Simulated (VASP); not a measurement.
# Cu (P6_3/mmc) in VASP: notebook

The runs below take Cu through single point, with PBE.

Everything below comes from runs of VASP 6.6.1. Logs are shortened: lines on timing, memory, paths and dates and some standing lists are left out, and cuts for length are marked.

## (1) Starting point

It takes space group P6_3/mmc (No. 194, hexagonal). Conventional cell: a = 2.534 Å, b = 2.534 Å, c = 4.113 Å, α = 90.00°, β = 90.00°, γ = 120.00°. Cu (site symmetry -6m2) is surrounded by 12 Cu at 2.52 to 2.53 Å.

This isn't the form of Cu at room conditions, which is fcc.

## (2) Single point, PBE

File INCAR:

```
SYSTEM = Cu
PREC = Normal ; ENCUT = 500
EDIFF = 1E-6 ; ISMEAR = -1
SIGMA = 0.15 ; LREAL = .FALSE.
LASPH = .TRUE. ; NELM = 100
ALGO = Normal ; ISIF = 2
LWAVE = .FALSE. ; LCHARG = .FALSE.
GGA = PE ; NBANDS = 18
ADDGRID = .FALSE.
```

File KPOINTS:

```
Automatic mesh
0
G
  12 12 7
  0 0 0
```

File POSCAR:

```
Cu
1.0
    2.5340966698      0.0000000000      0.0000000000
   -1.2670483349      2.1945920917      0.0000000000
    0.0000000000      0.0000000000      4.1125710000
Cu
2
Direct
    0.6666666667      0.3333333333      0.7500000000
    0.3333333333      0.6666666667      0.2500000000
```

Potentials or basis: VASP PAW PBE potentials, release 64 (Cu).

The run is started by

```console
$ cat potpaw_PBE.64/Cu/POTCAR > POTCAR
$ mpirun -np 1 vasp_std > vasp.out
```

OUTCAR:

```text
SYSTEM = Cu
   PREC = Normal
   ENCUT = 500
   EDIFF = 1E-6
   ISMEAR = -1
   LREAL = .FALSE.
   LASPH = .TRUE.
   NELM = 100
   ISIF = 2
   GGA = PE

 Found     76 irreducible k-points:

 Following reciprocal coordinates:
            Coordinates               Weight
  0.000000  0.000000  0.000000      1.000000
  0.083333  0.000000  0.000000      6.000000
  0.166667  0.000000  0.000000      6.000000
  0.250000 -0.000000  0.000000      6.000000
  0.333333 -0.000000  0.000000      6.000000
  0.416667 -0.000000  0.000000      6.000000
   k-points           NKPTS =     76   k-points in BZ     NKDIM =     76   number of bands    NBANDS=     18
   number of dos      NEDOS =    301   number of ions     NIONS =      2
   total plane-waves  NPLWV =   4704
   dimension x,y,z NGX =    14 NGY =   14 NGZ =   24
   dimension x,y,z NGXF=    28 NGYF=   28 NGZF=   48
   ions per type =               2
   NGX,Y,Z   is equivalent  to a cutoff of   9.18,  9.18,  9.70 a.u.
   NGXF,Y,Z  is equivalent  to a cutoff of  18.37, 18.37, 19.40 a.u.
 SYSTEM =  Cu
   PREC   = normal    normal or accurate (medium, high low for compatibility)
   ISTART =      0    job   : 0-new  1-cont  2-samecut
   ICHARG =      2    charge: 1-file 2-atom 10-const
   ISPIN  =      1    spin polarized calculation?
   LNONCOLLINEAR =      F non collinear calculations
   LSORBIT =      F    spin-orbit coupling
   LASPH  =      T    aspherical Exc in radial PAW
   ENCUT  =  500.0 eV  36.75 Ry    6.06 a.u.   4.62  4.62  7.50*2*pi/ulx,y,z
   NELM   =    100;   NELMIN=  2; NELMDL= -5     # of ELM steps
   EDIFF  = 0.1E-05   stopping-criterion for ELM
   LREAL  =      F    real-space projection
   EDIFFG = 0.1E-04   stopping-criterion for IOM
   NSW    =      0    number of steps for IOM
   IBRION =     -1    ionic relax: 0-MD 1-quasi-New 2-CG
   NFREE  =      0    steps in history (QN), initial steepest desc. (CG)
   ISIF   =      2    stress and relaxation
   ISYM   =      2    0-nonsym 1-usesym 2-fastsym
   POTIM  = 0.5000    time-step for ionic-motion
   TEBEG  =    0.0;   TEEND  =   0.0 temperature during run
   PSTRESS=    0.0 pullay stress
   NELECT =      22.0000    total number of electrons
   NUPDOWN=      -1.0000    fix difference up-down
   EMIN   =  10.00;   EMAX   =-10.00  energy-range for DOS
   EFERMI =   0.00;   METHOD = LEGACY
   ISMEAR =    -1;   SIGMA  =   0.15  broadening in eV -4-tet -1-fermi 0-gaus
   EFERMI_NEDOS =   21; number of points for ismear=-14 and -15
   IALGO  =     38    algorithm
   IMIX   =      4    mixing-type and parameters
     AMIX     =   0.40;   BMIX     =  1.00
     AMIX_MAG =   1.60;   BMIX_MAG =  1.00
  volume/ion in A,a.u.               =      11.44        77.17
  Fermi-wavevector in a.u.,A,eV,Ry     =   1.616041  3.053874 35.532800  2.611587
  Thomas-Fermi vector in A             =   2.710691
   LORBIT       =      0    0 simple, 1 ext, 2 COOP (PROOUT), +10 PAW based schemes
   GGA     = PE    functional components
   LHFCALC =     F    Hartree Fock is set to
   AEXX    =    0.0000 exact exchange contribution
   IVDW    =     0    specifies the selected vdW correction
   LEPSILON=     F    determine dielectric tensor
   LRPA    =     F    only Hartree local field effects (RPA)
 non-spin polarized calculation
  energy-cutoff  :      500.00
  volume of cell :       22.87
 maximum number of plane-waves:       592
   NGX =  9   NGY =  9   NGZ = 15

 number of electron      21.9999956 magnetization

 Free energy of the ion-electron system (eV)
  ---------------------------------------------------
  ext. energy  EPLUGINS =         0.00000000
  ---------------------------------------------------
  free energy    TOTEN  =        -7.42684711 eV

  energy without entropy =       -7.37142366  energy(sigma->0) =       -7.39913538

 E-fermi :   7.9740     XC(G=0): -12.9142

 val. band max:        7.9724546428   @ k =   0.5000  -0.0000   0.0000
 cond. band min:       8.0301064241   @ k =   0.2500   0.1667   0.4286
 fundamental gap:      0.0576517814
 Fermi energy:         7.9740203818

 k-point     1 :       0.0000    0.0000    0.0000
  band No.  band energies     occupation
      1      -1.6081      2.00000
      2       2.7378      2.00000
      3       4.8776      2.00000
      4       4.9190      2.00000
      5       4.9190      2.00000
      6       5.1424      2.00000
[... 10 lines left out ...]
     17      31.7555      0.00000
     18      31.7557      0.00000

 k-point     2 :       0.0833    0.0000    0.0000
  band No.  band energies     occupation
      1      -1.3795      2.00000
      2       2.8680      2.00000
      3       4.7373      2.00000
      4       5.0035      2.00000
      5       5.0331      2.00000
      6       5.1068      2.00000
[... 10 lines left out ...]
     17      32.7272      0.00000
     18      32.8690      0.00000

 k-point     3 :       0.1667    0.0000    0.0000
  band No.  band energies     occupation
      1      -0.7096      2.00000
      2       3.1969      2.00000
      3       4.5376      2.00000
      4       4.7225      2.00000
      5       4.9723      2.00000
      6       5.2396      2.00000
[... 10 lines left out ...]
     17      30.0134      0.00000
     18      31.8824      0.00000

 k-point     4 :       0.2500   -0.0000    0.0000
  band No.  band energies     occupation
      1       0.3400      2.00000
      2       3.4966      2.00000
      3       4.1722      2.00000
      4       4.3978      2.00000
      5       4.8895      2.00000
      6       5.0861      2.00000
[... 10 lines left out ...]
     17      26.6187      0.00000
     18      29.0024      0.00000

 k-point     5 :       0.3333   -0.0000    0.0000
  band No.  band energies     occupation
      1       1.5974      2.00000
      2       3.4983      2.00000
      3       3.7880      2.00000
      4       4.4338      2.00000
      5       4.9466      2.00000
      6       4.9747      2.00000
[... 10 lines left out ...]
     17      23.8331      0.00000
     18      27.8115      0.00000

 k-point     6 :       0.4167   -0.0000    0.0000
  band No.  band energies     occupation
      1       2.6278      2.00000
      2       3.3548      2.00000
      3       3.5653      2.00000
      4       4.6435      2.00000
      5       4.8507      2.00000
      6       4.9871      2.00000
[... 10 lines left out ...]
     17      21.5623      0.00000
     18      27.4137      0.00000

 [... further k-points ...]

------------------------ aborting loop because EDIFF is reached ----------------------------------------

  FORCE on cell =-STRESS in cart. coord.  units (eV):
  Direction    XX          YY          ZZ          XY          YZ          ZX
  --------------------------------------------------------------------------------------
  -------------------------------------------------------------------------------------
  Total        1.0908033      1.0908033      1.2688616      0.0000000      0.0000000      0.0000000
  in kB       76.4128887     76.4128887     88.8862184      0.0000000      0.0000000      0.0000000
  external PRESSURE =      80.5706653 kB  Pullay stress =       0.0000000 kB

 VOLUME and BASIS-vectors are now :
 -----------------------------------------------------------------------------
  energy-cutoff  :      500.00
  volume of cell :       22.87
      direct lattice vectors                 reciprocal lattice vectors
     2.534096670  0.000000000  0.000000000     0.394617937  0.227832772  0.000000000
    -1.267048335  2.194592092  0.000000000     0.000000000  0.455665544  0.000000000
     0.000000000  0.000000000  4.112571000     0.000000000  0.000000000  0.243156896

 POSITION                                       TOTAL-FORCE (eV/Angst)
 -----------------------------------------------------------------------------------
      1.26705      0.73153      3.08443        -0.000000     -0.000000      0.000000
     -0.00000      1.46306      1.02814         0.000000      0.000000      0.000000
 -----------------------------------------------------------------------------------
    total drift:                               -0.000000      0.000000     -0.000000

  FREE ENERGIE OF THE ION-ELECTRON SYSTEM (eV)
  ---------------------------------------------------
  free  energy   TOTEN  =        -7.4268471122 eV

  energy  without entropy=       -7.3714236569  energy(sigma->0) =       -7.39913538
```

It took 21 s on 1 thread of AMD EPYC 7R13 (Zen 3), shared host; peak memory 0.09 GiB.

The run converged, but some of its settings lie outside the range that counts as converged, so its numbers aren't taken as properties of the crystal.

What came out:

| Item | Value |
| --- | --- |
| Free energy | -7.4268 eV |
| Pressure | 8.1 GPa |
| Band gap on the k mesh | none (metal or under the smearing width) |

## (3) Single point, PBE

File INCAR:

```
SYSTEM = Cu
PREC = Accurate ; ENCUT = 500
EDIFF = 1E-6 ; ISMEAR = -1
SIGMA = 0.15 ; LREAL = Auto
LASPH = .TRUE. ; NELM = 100
ALGO = Normal ; ISIF = 2
LWAVE = .FALSE. ; LCHARG = .FALSE.
GGA = PE ; NBANDS = 18
ADDGRID = .FALSE.
```

KPOINTS is that of step 2.

POSCAR is that of step 2.

Potentials or basis: VASP PAW PBE potentials, release 64 (Cu).

The run is started by

```console
$ cat potpaw_PBE.64/Cu/POTCAR > POTCAR
$ mpirun -np 1 vasp_std > vasp.out
```

OUTCAR:

```text
SYSTEM = Cu
   PREC = Accurate
   ENCUT = 500
   EDIFF = 1E-6
   ISMEAR = -1
   LREAL = Auto
   LASPH = .TRUE.
   NELM = 100
   ISIF = 2
   GGA = PE

 Found     76 irreducible k-points:

 Following reciprocal coordinates:
            Coordinates               Weight
  0.000000  0.000000  0.000000      1.000000
  0.083333  0.000000  0.000000      6.000000
  0.166667  0.000000  0.000000      6.000000
  0.250000 -0.000000  0.000000      6.000000
  0.333333 -0.000000  0.000000      6.000000
  0.416667 -0.000000  0.000000      6.000000
   k-points           NKPTS =     76   k-points in BZ     NKDIM =     76   number of bands    NBANDS=     18
   number of dos      NEDOS =    301   number of ions     NIONS =      2
   total plane-waves  NPLWV =   9720
   dimension x,y,z NGX =    18 NGY =   18 NGZ =   30
   dimension x,y,z NGXF=    36 NGYF=   36 NGZF=   60
   ions per type =               2
   NGX,Y,Z   is equivalent  to a cutoff of  11.81, 11.81, 12.13 a.u.
   NGXF,Y,Z  is equivalent  to a cutoff of  23.62, 23.62, 24.25 a.u.
 SYSTEM =  Cu
   PREC   = accura    normal or accurate (medium, high low for compatibility)
   ISTART =      0    job   : 0-new  1-cont  2-samecut
   ICHARG =      2    charge: 1-file 2-atom 10-const
   ISPIN  =      1    spin polarized calculation?
   LNONCOLLINEAR =      F non collinear calculations
   LSORBIT =      F    spin-orbit coupling
   LASPH  =      T    aspherical Exc in radial PAW
   ENCUT  =  500.0 eV  36.75 Ry    6.06 a.u.   4.62  4.62  7.50*2*pi/ulx,y,z
   NELM   =    100;   NELMIN=  2; NELMDL= -5     # of ELM steps
   EDIFF  = 0.1E-05   stopping-criterion for ELM
   LREAL  =      T    real-space projection
   EDIFFG = 0.1E-04   stopping-criterion for IOM
   NSW    =      0    number of steps for IOM
   IBRION =     -1    ionic relax: 0-MD 1-quasi-New 2-CG
   NFREE  =      0    steps in history (QN), initial steepest desc. (CG)
   ISIF   =      2    stress and relaxation
   ISYM   =      2    0-nonsym 1-usesym 2-fastsym
   POTIM  = 0.5000    time-step for ionic-motion
   TEBEG  =    0.0;   TEEND  =   0.0 temperature during run
   PSTRESS=    0.0 pullay stress
   NELECT =      22.0000    total number of electrons
   NUPDOWN=      -1.0000    fix difference up-down
   EMIN   =  10.00;   EMAX   =-10.00  energy-range for DOS
   EFERMI =   0.00;   METHOD = LEGACY
   ISMEAR =    -1;   SIGMA  =   0.15  broadening in eV -4-tet -1-fermi 0-gaus
   EFERMI_NEDOS =   21; number of points for ismear=-14 and -15
   IALGO  =     38    algorithm
   IMIX   =      4    mixing-type and parameters
     AMIX     =   0.40;   BMIX     =  1.00
     AMIX_MAG =   1.60;   BMIX_MAG =  1.00
  volume/ion in A,a.u.               =      11.44        77.17
  Fermi-wavevector in a.u.,A,eV,Ry     =   1.616041  3.053874 35.532800  2.611587
  Thomas-Fermi vector in A             =   2.710691
   LORBIT       =      0    0 simple, 1 ext, 2 COOP (PROOUT), +10 PAW based schemes
   GGA     = PE    functional components
   LHFCALC =     F    Hartree Fock is set to
   AEXX    =    0.0000 exact exchange contribution
   IVDW    =     0    specifies the selected vdW correction
   LEPSILON=     F    determine dielectric tensor
   LRPA    =     F    only Hartree local field effects (RPA)
 non-spin polarized calculation
  energy-cutoff  :      500.00
  volume of cell :       22.87
 maximum number of plane-waves:       592
   NGX =  9   NGY =  9   NGZ = 15

 number of electron      21.9999969 magnetization

 Free energy of the ion-electron system (eV)
  ---------------------------------------------------
  ext. energy  EPLUGINS =         0.00000000
  ---------------------------------------------------
  free energy    TOTEN  =        -7.42743372 eV

  energy without entropy =       -7.37201070  energy(sigma->0) =       -7.39972221

 E-fermi :   7.9740     XC(G=0): -12.9143

 val. band max:        7.9724036764   @ k =   0.5000  -0.0000   0.0000
 cond. band min:       8.0300392616   @ k =   0.2500   0.1667   0.4286
 fundamental gap:      0.0576355852
 Fermi energy:         7.9739585707

 k-point     1 :       0.0000    0.0000    0.0000
  band No.  band energies     occupation
      1      -1.6085      2.00000
      2       2.7376      2.00000
      3       4.8776      2.00000
      4       4.9190      2.00000
      5       4.9190      2.00000
      6       5.1424      2.00000
[... 10 lines left out ...]
     17      31.7554      0.00000
     18      31.7556      0.00000
[... 85 lines left out ...]
 k-point     6 :       0.4167   -0.0000    0.0000
  band No.  band energies     occupation
      1       2.6277      2.00000
      2       3.3547      2.00000
      3       3.5652      2.00000
      4       4.6434      2.00000
      5       4.8507      2.00000
      6       4.9870      2.00000
[... 10 lines left out ...]
     17      21.5623      0.00000
     18      27.4138      0.00000

 [... further k-points ...]

------------------------ aborting loop because EDIFF is reached ----------------------------------------

  FORCE on cell =-STRESS in cart. coord.  units (eV):
  Direction    XX          YY          ZZ          XY          YZ          ZX
  --------------------------------------------------------------------------------------
  -------------------------------------------------------------------------------------
  Total        1.0895890      1.0895890      1.2750387      0.0000000     -0.0000000      0.0000000
  in kB       76.3278247     76.3278247     89.3189412      0.0000000     -0.0000000      0.0000000
  external PRESSURE =      80.6581968 kB  Pullay stress =       0.0000000 kB

 VOLUME and BASIS-vectors are now :
 -----------------------------------------------------------------------------
  energy-cutoff  :      500.00
  volume of cell :       22.87
      direct lattice vectors                 reciprocal lattice vectors
     2.534096670  0.000000000  0.000000000     0.394617937  0.227832772  0.000000000
    -1.267048335  2.194592092  0.000000000     0.000000000  0.455665544  0.000000000
     0.000000000  0.000000000  4.112571000     0.000000000  0.000000000  0.243156896

 POSITION                                       TOTAL-FORCE (eV/Angst)
 -----------------------------------------------------------------------------------
      1.26705      0.73153      3.08443         0.000000     -0.000000      0.000000
     -0.00000      1.46306      1.02814        -0.000000      0.000000      0.000000
 -----------------------------------------------------------------------------------
    total drift:                               -0.000000      0.000000     -0.000000

  FREE ENERGIE OF THE ION-ELECTRON SYSTEM (eV)
  ---------------------------------------------------
  free  energy   TOTEN  =        -7.4274337201 eV

  energy  without entropy=       -7.3720107048  energy(sigma->0) =       -7.39972221
```

OSZICAR:

```text
N       E                     dE             d eps       ncg     rms          rms(c)
DAV:   1     0.120047281456E+03    0.12005E+03   -0.10416E+04  2976   0.216E+03
DAV:   2    -0.338428000015E+01   -0.12343E+03   -0.11699E+03  2744   0.282E+02
DAV:   3    -0.922149894919E+01   -0.58372E+01   -0.56591E+01  3058   0.840E+01
DAV:   4    -0.928014315871E+01   -0.58644E-01   -0.58604E-01  3278   0.904E+00
DAV:   5    -0.928091005204E+01   -0.76689E-03   -0.76687E-03  3416   0.891E-01    0.110E+01
DAV:   6    -0.814304645411E+01    0.11379E+01   -0.10959E+01  2914   0.962E+01    0.539E+00
DAV:   7    -0.745339407091E+01    0.68965E+00   -0.21535E+00  2974   0.392E+01    0.811E-01
DAV:   8    -0.743132068064E+01    0.22073E-01   -0.15709E-02  3324   0.155E+00    0.470E-01
DAV:   9    -0.742740542448E+01    0.39153E-02   -0.61628E-03  3192   0.227E+00    0.351E-02
DAV:  10    -0.742743277116E+01   -0.27347E-04   -0.20681E-04  4184   0.208E-01    0.573E-03
DAV:  11    -0.742743372009E+01   -0.94893E-06   -0.57737E-07  2394   0.190E-02
   1 F= -.74274337E+01 E0= -.73997222E+01  d E =-.554230E-01
```

Wall time 74 s (1 thread of AMD EPYC 7R13 (Zen 3), shared host); peak memory 0.11 GiB.

The run converged, but some of its settings lie outside the range that counts as converged, so its numbers aren't taken as properties of the crystal.

What came out:

| Quantity | Value |
| --- | --- |
| Free energy | -7.4274 eV |
| Pressure | 8.1 GPa |
| Band gap on the k mesh | none (metal or under the smearing width) |

## (4) Single point, PBE

File INCAR:

```
SYSTEM = Cu
PREC = Accurate ; ENCUT = 500
EDIFF = 1E-4 ; ISMEAR = -1
SIGMA = 0.15 ; LREAL = .FALSE.
LASPH = .TRUE. ; NELM = 100
ALGO = Normal ; ISIF = 2
LWAVE = .FALSE. ; LCHARG = .FALSE.
GGA = PE ; NBANDS = 18
ADDGRID = .FALSE.
```

KPOINTS is that of step 3.

POSCAR is that of step 3.

The run is started by

```console
$ cat potpaw_PBE.64/Cu/POTCAR > POTCAR
$ mpirun -np 1 vasp_std > vasp.out
```

It took 22 s on 1 thread of AMD EPYC 7R13 (Zen 3), shared host; peak memory 0.1 GiB.

These settings aren't checked as converged: the numbers below hold their error.

What came out:

```
Free energy            : -7.4269 eV
Pressure               : 6.7 GPa
Band gap on the k mesh : none (metal or under the smearing width)
```

## (5) Single point, PBE

INCAR, as its differences from that of step 4:

```diff
@@ -1,4 +1,4 @@
 SYSTEM = Cu
-PREC = Accurate ; ENCUT = 500
-EDIFF = 1E-4 ; ISMEAR = -1
+PREC = Accurate ; ENCUT = 400
+EDIFF = 1E-6 ; ISMEAR = -1
 SIGMA = 0.15 ; LREAL = .FALSE.
```

File KPOINTS:

```
Automatic mesh
0
G
  15 15 8
  0 0 0
```

POSCAR is that of step 4.

The run is started by

```console
$ cat potpaw_PBE.64/Cu/POTCAR > POTCAR
$ mpirun -np 1 vasp_std > vasp.out
```

It took 59 s on 1 thread of AMD EPYC 7R13 (Zen 3), shared host; peak memory 0.11 GiB.

These settings aren't checked as converged: the numbers below hold their error.

What came out:

* Free energy: -7.4382 eV
* Pressure: 7.2 GPa
* Band gap on the k mesh: none (metal or under the smearing width)
